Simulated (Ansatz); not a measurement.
## SnSe (model cell, started as zinc blende): a soft mode frozen in

Aim: this structure of SnSe (model cell, started as zinc blende) is to be tested for unstable modes, and one is followed downhill.

Calculated with Ansatz 0.2.0; DFT PBEsol, scalar-relativistic, plane waves, PAW.

Most raw output is cut from this account.

The structure was built from a prototype and need not be the compound's stable phase.

### 1. The starting structure

Symmetry: F-43m, No. 216, cubic system. Conventional cell: a = 6.659 Å, b = 6.659 Å, c = 6.659 Å, α = 90.00°, β = 90.00°, γ = 90.00°. Sn has 4 Se at 2.88 Å nearest. Nearest to Se lie 4 Sn at 2.88 Å. Farther neighbours and most contacts between anions are not listed.

Coordinates:

```cif
data_structure
_symmetry_space_group_name_H-M 'F-43m'
_symmetry_Int_Tables_number 216
_cell_length_a 6.6593
_cell_length_b 6.6593
_cell_length_c 6.6593
_cell_angle_alpha 90.000
_cell_angle_beta 90.000
_cell_angle_gamma 90.000
_cell_volume 295.31
loop_
_atom_site_label
_atom_site_type_symbol
_atom_site_symmetry_multiplicity
_atom_site_Wyckoff_symbol
_atom_site_fract_x
_atom_site_fract_y
_atom_site_fract_z
_atom_site_occupancy
Sn1 Sn 4 a 0.00000 0.00000 0.00000 1
Se1 Se 4 d 0.25000 0.25000 0.75000 1
```

### 2. The dispersion

The cell comes from relaxations at this level that are not shown. Stability and thermal properties need the whole zone. Linear response on a 4×4×4 q mesh gives force constants as far as a supercell of that size would.

File input.yaml:

```yaml
crystal:
  lattice:
    - [0.0, 3.3296317145, 3.3296317145]
    - [3.3296317145, 0.0, 3.3296317145]
    - [3.3296317145, 3.3296317145, 0.0]
  atoms:
    - { symbol: Sn, position: [0.0, 0.0, 0.0] }
    - { symbol: Se, position: [0.25, 0.25, 0.25] }
kpoints:
  mp_grid: { grid: [12, 12, 12] }
hamiltonian:
  xc: pbesol
scf:
  occupations: { method: methfessel_paxton, width: 0.15 }
output:
  eigenvalues: true
phonons:
  method: dfpt
  qmesh: [4, 4, 4]
  temperatures: { t_max: 1000, t_step: 50 }
  qpath:
    path:
      - [[0.0, 0.0, 0.0], [-0.5, -0.5, 0.0], [-0.375, -0.375, 0.25]]
      - [[-0.375, 0.0, 0.375], [0.0, 0.0, 0.0], [0.0, 0.0, 0.5], [-0.5, -0.25, 0.25], [-0.5, -0.5, 0.0]]
    npoints: 10
```

The run is started by

```console
> ansatz run input.yaml --threads 4 --pin off --max-ram 7168MiB --backend cpu --events-out ev --progress --plain --runs-dir out
```

It took 7.6 min on 4 threads of Arm Neoverse V2, shared host; peak memory 4.3 GiB; 30 min of CPU time.

This step gave:

* volume per atom: 36.91 Å³
* gap on the k-mesh: 0 eV
* sum-rule residual before enforcement: 1.86e-5 eV/Å²
* lowest frequency on the path: -57.80 cm⁻¹
* point group: -43m
* highest frequency on the path or at a solved wavevector: 136.7 cm⁻¹
* highest optical mode at the zone centre (no LO-TO term): 116.6 cm⁻¹
* lowest optical zone-centre mode: 116.6 cm⁻¹
* lowest mode on the q mesh (acoustic modes at Γ apart): -57.8 cm⁻¹

Frequencies (cm⁻¹) solved at each irreducible wavevector; negative means imaginary. Frequencies by wavevector, by row:

| q in reciprocal lattice units | star | mode 1 | mode 2 | mode 3 | mode 4 | mode 5 | mode 6 |
| --- | --- | --- | --- | --- | --- | --- | --- |
| 0 0 0 | 1 | 0 | 0 | 0 | 116.6 | 116.6 | 116.6 |
| 0 0 0.25 | 8 | -18.8 | -18.8 | 41.9 | 115.1 | 115.1 | 135.2 |
| 0 0 -0.5 | 4 | -18.6 | -18.6 | 79.1 | 113.3 | 113.3 | 131.4 |
| 0 0.25 0.25 | 6 | -49.6 | -49.6 | 65.2 | 98.2 | 98.2 | 134.3 |
| 0 0.25 -0.5 | 24 | -37.4 | -37.4 | 88.1 | 97.3 | 98.1 | 128.3 |
| 0 0.25 -0.25 | 12 | -44.5 | -19.9 | 71.5 | 101.4 | 110.8 | 125.7 |
| 0 -0.5 -0.5 | 3 | -57.8 | -57.8 | 79 | 79 | 95.4 | 112 |
| 0.25 -0.5 -0.25 | 6 | -50.8 | -35 | 81.9 | 90.8 | 110.1 | 115.2 |

Interpolated from a 4×4×4 q mesh. The phonon branches at the labelled points (cm⁻¹):

| point | branch 1 | branch 2 | branch 3 | branch 4 | branch 5 | branch 6 |
| --- | --- | --- | --- | --- | --- | --- |
| Γ | 0 | 0 | 0 | 117 | 117 | 117 |
| halfway | -50 | -50 | 65 | 98 | 98 | 134 |
| X | -58 | -58 | 79 | 79 | 95 | 112 |
| halfway | -54 | -50 | 80 | 82 | 100 | 114 |
| U | -48 | -35 | 84 | 92 | 105 | 119 |
| jump to K | -48 | -35 | 84 | 92 | 105 | 119 |
| halfway | -40 | -13 | 53 | 107 | 115 | 129 |
| Γ | 0 | 0 | 0 | 117 | 117 | 117 |
| halfway | -19 | -19 | 42 | 115 | 115 | 135 |
| L | -19 | -19 | 79 | 113 | 113 | 131 |
| halfway | -38 | -22 | 89 | 99 | 106 | 127 |
| W | -51 | -35 | 82 | 91 | 110 | 115 |
| halfway | -52 | -45 | 81 | 85 | 104 | 115 |
| X | -58 | -58 | 79 | 79 | 95 | 112 |

Symmetry leaves 8 wavevectors to solve. The lowest mode among them, the acoustic zeros apart, lies at q = (0, -0.5, -0.5) and is imaginary, 57.8i cm⁻¹, so the energy falls along it.

### 3. The mode frozen in, largest atomic shift 0 Å

The mode followed lies at q = (0, -0.5, -0.5) with frequency 57.8i cm⁻¹ and is 2-fold degenerate, the softest among the wavevectors solved. At small amplitude the distorted cell has space group no. 20 by a symmetry search on the positions. The undistorted cell that holds it gives the zero of energy on the same k mesh.

System of this step: SnSe (model cell, started as zinc blende). Symmetry: F-43m, No. 216, cubic system. The conventional cell has a = 6.659 Å, b = 6.659 Å, c = 6.659 Å, α = 90.00°, β = 90.00°, γ = 90.00°. Sn has 4 Se at 2.88 Å nearest. Se has 4 Sn at 2.88 Å nearest. Farther neighbours and most contacts between anions are not listed.

File input.yaml:

```yaml
crystal:
  lattice:
    - [0.0, -3.3296317145, -3.3296317145]
    - [0.0, 3.3296317145, -3.3296317145]
    - [6.6592634289, 0.0, 0.0]
  atoms:
    - { symbol: Sn, position: [0.5, 0.5, 0.5] }
    - { symbol: Sn, position: [0.0, 0.0, 0.0] }
    - { symbol: Se, position: [0.0, 0.5, 0.75] }
    - { symbol: Se, position: [0.5, 0.0, 0.25] }
kpoints:
  mp_grid: { grid: [8, 8, 6] }
hamiltonian:
  xc: pbesol
scf:
  occupations: { method: methfessel_paxton, width: 0.15 }
output:
  forces: true
  stress: true
  eigenvalues: true
```

The job ended after 5.8 s (4 threads; peak memory 0.54 GiB; 23 s of CPU time).

This step gave:

- pressure: -0.03339 GPa
- energy from the undistorted cell: 0 meV/atom

The run ends at a pressure of -0.03 GPa.

### 4. The mode frozen in, largest atomic shift 0.32 Å

The atoms are moved along the unstable eigenvector, the largest shift by 0.32 Å, with the cell fixed.

File input.yaml:

```yaml
crystal:
  lattice:
    - [0.0, -3.3296317145, -3.3296317145]
    - [0.0, 3.3296317145, -3.3296317145]
    - [6.6592634289, 0.0, 0.0]
  atoms:
    - { symbol: Sn, position: [0.5097076937, 0.5097076937, 0.5] }
    - { symbol: Sn, position: [-0.0097076937, -0.0097076937, 0.0] }
    - { symbol: Se, position: [0.0480533626, 0.4519466374, 0.75] }
    - { symbol: Se, position: [0.4519466374, 0.0480533626, 0.25] }
kpoints:
  mp_grid: { grid: [8, 8, 6] }
hamiltonian:
  xc: pbesol
scf:
  occupations: { method: methfessel_paxton, width: 0.15 }
output:
  forces: true
  stress: true
  eigenvalues: true
  write_density: true
  write_potential: true
  elf: true
  volumetric_format: npy
```

Wall time 11 s (4 threads); peak memory 0.63 GiB.

Numbers from this step:

| Quantity | Value |
| --- | --- |
| pressure | -0.1738 GPa |
| energy from the undistorted cell | -11.92 meV/atom |

The energy, extrapolated to zero smearing, is -11.92 meV/atom against the undistorted cell.

The run ends at a pressure of -0.17 GPa, with forces up to 0.19 eV/Å.

### 5. Energy along the mode, all amplitudes (two of the runs are shown above)

An imaginary frequency means negative curvature, so the energy should fall and then rise again as anharmonic terms take over.

This step gave:

```yaml
depth_at_the_lowest_point_sampled: 11.92 meV/atom
largest_atomic_shift_at_that_point: 0.32 Å
```

Energy from the parent against largest atomic shift:

| largest atomic shift (Å) | energy from the parent (meV/atom) |
| --- | --- |
| 0.000 | 0 |
| 0.040 | -0.373 |
| 0.080 | -1.47 |
| 0.140 | -4.14 |
| 0.220 | -8.23 |
| 0.320 | -11.9 |
| 0.450 | -10.1 |
| 0.600 | 5.93 |

Displacement at unit largest shift by atom:

| atom | x (Å) | y (Å) | z (Å) | size |
| --- | --- | --- | --- | --- |
| Sn1 | 0.00 | 0.00 | -0.20 | 0.20 |
| Sn2 | 0.00 | 0.00 | 0.20 | 0.20 |
| Se3 | 0.00 | -1.00 | 0.00 | 1.00 |
| Se4 | 0.00 | 1.00 | 0.00 | 1.00 |

The lowest of the steps tried is at 0.32 Å, 11.9 meV/atom below the parent; the bottom of the well need not coincide with a step.

### 6. Relaxing from the distorted cell

Starting from the lowest point found, all atoms and the cell are let go, so that strain and other modes of the same symmetry can join in.

Changes to input.yaml since step 4:

```diff
@@ -20,5 +20,6 @@
   eigenvalues: true
-  write_density: true
-  write_potential: true
-  elf: true
-  volumetric_format: npy
+relax:
+  adjacent_minimum: "off"
+  f_tol: 0.002
+  max_steps: 120
+  cell: { stress_tol: 0.03 }
```

It took 2.9 min on 4 threads; peak memory 0.68 GiB; 12 min of CPU time.

The steps of the relaxation:

| step | energy less that of the first step (eV) | largest force component (eV/Å) | pressure (GPa) | volume (Å³) |
| --- | --- | --- | --- | --- |
| 1 | 0.0000 | 0.1934 | -0.17 | 147.66 |
| 2 | -0.0651 | 0.0917 | -0.60 | 144.17 |
| 3 | -0.1663 | 0.0981 | -0.65 | 138.99 |
| 4 | -0.2899 | 0.0959 | -0.80 | 133.96 |
| 5 | -0.4072 | 0.3011 | -0.23 | 127.46 |
| 6 | -0.5403 | 0.2303 | 0.39 | 121.23 |
| 7 | -0.6550 | 0.2848 | -0.17 | 117.90 |
| 8 | -0.7474 | 0.2527 | 0.56 | 112.71 |
| 9 | -0.8380 | 0.2702 | 0.56 | 109.59 |
| 10 | -0.9144 | 0.1238 | -0.88 | 111.04 |
| 11 | -0.9465 | 0.2301 | 1.72 | 103.72 |
| 12 | -0.9968 | 0.0169 | -0.13 | 106.66 |
| 13 | -0.9988 | 0.0040 | 0.00 | 106.41 |
| 14 | -0.9988 | 0.0008 | 0.00 | 106.42 |
| 15* | -0.9992 | 0.0008 | 0.00 | 106.42 |
| 16 | -0.9992 | 0.0002 | -0.01 | 106.40 |
| 17 | -0.9992 | 0.0008 | -0.01 | 106.32 |
| 18 | -0.9993 | 0.0007 | -0.01 | 106.20 |
| 19* | -0.9992 | 0.0007 | -0.01 | 106.20 |

Relaxation steps marked * repeat the geometry before them on a plane-wave basis chosen anew for their cell, so energy and pressure can jump there.

Forces are held to the 4 operations that the run works with; a distortion that breaks them can't arise in this run.

| cell as run | before | after | change |
| --- | --- | --- | --- |
| a (Å) | 4.709 | 4.050 | -14.0 % |
| b (Å) | 4.709 | 4.050 | -14.0 % |
| c (Å) | 6.659 | 7.478 | +12.3 % |
| γ (°) | 90.00 | 120.03 | +33.4 % |
| volume (Å³/atom) | 36.91 | 26.55 | -28.1 % |

The atoms that moved most (Å, as changes of fractional coordinates times the final cell):

| atom | dx | dy | dz | length |
| --- | --- | --- | --- | --- |
| Sn2 | 0.000 | 0.000 | 0.973 | 0.973 |
| Sn1 | 0.000 | 0.000 | -0.973 | 0.973 |
| Se3 | 0.000 | -0.247 | 0.000 | 0.247 |
| Se4 | 0.000 | 0.247 | 0.000 | 0.247 |

The relaxed structure:

```xyz
4
Lattice="0.0000 -3.5079 -2.0243 0.0000 3.5079 -2.0243 7.4776 0.0000 0.0000" Properties=species:S:1:pos:R:3 pbc="T T T"
Sn    3.7388    0.0000   -3.0370
Sn    0.0000    0.0000    1.0127
Se    5.6082    1.1701   -1.0121
Se    1.8694   -1.1701   -1.0121
```

This step gave:

```yaml
pressure: -0.007783 GPa
volume_per_atom: 26.55 Å³
```

The distorted start has space group C222_1; the relaxation ends in P6_3/mmc.

### 7. The new phase in its own primitive cell

The relaxed structure is symmetrised, reduced to its primitive cell and relaxed tightly, as its phonons need.

input.yaml, the sections that differ from step 6:

```yaml
crystal:
  lattice:
    - [4.0500827199, 0.0, 0.0]
    - [-2.0250413599, 3.5074745228, 0.0]
    - [0.0, 0.0, 7.4775981915]
  atoms:
    - { symbol: Sn, position: [0.0, 0.0, 0.5] }
    - { symbol: Sn, position: [0.0, 0.0, 0.0] }
    - { symbol: Se, position: [0.3333333333, 0.6666666667, 0.75] }
    - { symbol: Se, position: [0.6666666667, 0.3333333333, 0.25] }
kpoints:
  mp_grid: { grid: [12, 12, 6] }
relax:
  adjacent_minimum: "off"
  f_tol: 0.001
  max_steps: 60
  cell: { stress_tol: 0.01 }
# hamiltonian, scf, output: as in step 6
```

It took 12 s on 4 threads; peak memory 0.58 GiB; 47 s of CPU time.

Little changed from the start: no atom moved by 0.005 Å and no cell edge by 0.1 %.

Numbers from this step:

| Quantity | Value |
| --- | --- |
| pressure | -0.001729 GPa |
| volume per atom | 26.58 Å³ |

The forces vanish by symmetry and the pressure is -0.002 GPa, within the tolerances set. The cell now holds 26.58 Å³/atom.

### 8. Modes of the new phase, k-mesh 12×12×6

A relaxed structure may still be a saddle point, so its zone-centre modes are computed. No field response is asked, since the mesh shows no gap.

input.yaml, the sections that differ from step 7:

```yaml
crystal:
  lattice:
    - [4.0504713897, 0.0, 0.0]
    - [-2.0252356948, 3.5078111208, 0.0]
    - [0.0, 0.0, 7.4834768868]
  atoms:
    - { symbol: Sn, position: [0.0, 0.0, 0.5] }
    - { symbol: Sn, position: [0.0, 0.0, 0.0] }
    - { symbol: Se, position: [0.3333333333, 0.6666666667, 0.75] }
    - { symbol: Se, position: [0.6666666667, 0.3333333333, 0.25] }
output:
  eigenvalues: true
phonons:
  method: dfpt
# kpoints, hamiltonian, scf: as in step 7
# relax: removed
```

Elapsed: 1.8 min, on 4 threads; peak memory 3 GiB.

This step gave:

```yaml
sum_rule_residual_before_enforcement: 5.56e-5 eV/Å²
point_group: 6/mmm
highest_optical_mode_at_the_zone_centre_no_lo_to_term: 149.0 cm⁻¹
lowest_optical_zone_centre_mode: -47.28 cm⁻¹
```

Patterns of degenerate modes are one choice out of their space. The modes at Γ (shares of kinetic energy by element, %) (negative means imaginary):

| mode | frequency (cm⁻¹) | symmetry | Sn % | Se % |
| --- | --- | --- | --- | --- |
| 1 | -47.3 | A2u | 40 | 60 |
| 2 | 0.0 | acoustic | 60 | 40 |
| 3 | 0.0 | acoustic | 60 | 40 |
| 4 | 0.0 | acoustic | 60 | 40 |
| 5 | 51.4 | E2u | 100 | 0 |
| 6 | 51.4 | E2u | 100 | 0 |
| 7 | 83.8 | E1u | 40 | 60 |
| 8 | 83.8 | E1u | 40 | 60 |
| 9 | 106.0 | E2g | 0 | 100 |
| 10 | 106.0 | E2g | 0 | 100 |
| 11 | 134.6 | B1g | 0 | 100 |
| 12 | 149.0 | B2u | 100 | 0 |

Displacements in mode 1 (-47.3 cm⁻¹), the largest set to 1:
```
Sn1  0.00  0.00 -0.67
Sn2  0.00  0.00 -0.67
Se3  0.00  0.00  1.00
Se4  0.00  0.00  1.00
```

Displacements in mode 12 (149.0 cm⁻¹), the largest set to 1:
```
Sn1  0.00  0.00 -1.00
Sn2  0.00  0.00  1.00
Se3  0.00  0.00  0.00
Se4  0.00  0.00  0.00
```

Before it was imposed, the acoustic sum rule was missed by 5.6e-5 eV/Å². Small misses are needed for a sound result but don't prove that mesh and cutoff are converged. The lowest optical mode is imaginary, 47.3i cm⁻¹, so the energy falls along it.

### 9. Results

```
unstable mode of the parent                                                      : q = (0, -0.5, -0.5), 58i cm⁻¹
depth at the lowest point sampled                                                : 11.9 meV/atom
largest atomic shift at that point                                               : 0.32 Å
space group reached (within 0.01 Å)                                              : P6_3/mmc
energy gained over the parent (first relaxation, on the mesh of the frozen mode) : 261 meV/atom
volume per atom, phase reached                                                   : 26.6 Å³
lowest optical zone-centre mode, phase reached                                   : -47.3 cm⁻¹
highest optical mode at the zone centre (no LO-TO term), phase reached           : 149 cm⁻¹
```

From this start the structure relaxes into P6_3/mmc, 261 meV/atom below the parent. At the parent's cell the well is 11.92 meV/atom deep on the steps tried, with its lowest point at a shift of 0.32 Å. Relaxing atoms and cell changes the gain by +249.45 meV/atom against the lowest step (energies at zero smearing). Most of the total comes from this relaxation. The frozen pattern makes up only 25 % of the final shifts of the atoms, so other modes or strain give most of the change. The new phase still has an imaginary mode at the zone centre of its cell, so it is a saddle point on the way to a lower structure. Of the 4 patterns followed to their end from this parent, this one reaches the lowest energy. Each path keeps the symmetry of its pattern, so a lower phase may lie along a pattern not tried. With no gap, or one that is small against the smearing, the frequencies hang on the k mesh and the smearing, most of all near Kohn anomalies. A semilocal functional can close a gap that the real compound would have, so the metallic treatment may be an artefact of the level. Spin-orbit coupling is left out, which can matter for the heavy elements here. A phonon run warned that its eigensolver left some bands unconverged in a pass. The starting cell was built on a prototype and not taken from a measurement, so the phase need not exist.

[Logs are printed without paths, hosts, clocks, repeated set-up lines and the standing remarks that a program may print on its own settings, such as how far it seeks lower states.]

[Hosts, paths, dates, database ids (printed as entryN), source tags and the programs' standing remarks are cut or masked in the printed files.]
